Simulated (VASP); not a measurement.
A run of VASP 6.6.1 is set up as follows.

Contents of INCAR:

```
PREC = Accurate ; ENCUT = 520
EDIFF = 1E-7 ; ISMEAR = -1
SIGMA = 0.05 ; LREAL = False
LASPH = True ; NELM = 80
ALGO = Normal ; ISIF = 2
LWAVE = False ; LCHARG = True
GGA = PE ; LELF = True
LVHAR = True ; NBANDS = 12
```

Contents of KPOINTS:

```
Automatic mesh
0
Gamma
  10 10 10
```

The input POSCAR:

```
Au
1.0
    2.7484100000      0.0000000000      0.0000000000
    0.0000000000      2.7484100000      0.0000000000
    0.0000000000      0.0000000000      2.7484100000
Au
1
Direct
    0.5000000000      0.5000000000      0.5000000000
```

Potentials or basis: VASP PAW PBE potentials, release 64 (Au).

Command:

```console
$ cat potpaw_PBE.64/Au/POTCAR > POTCAR
$ mpirun -np 1 vasp_std > vasp.out
```

Q: Estimate the band gap on the k mesh.

A: None (metal or under the smearing width).

Q: Estimate the pressure.

A: 0.1 GPa.

The run has no spin-orbit coupling, so splittings on Au are missing.
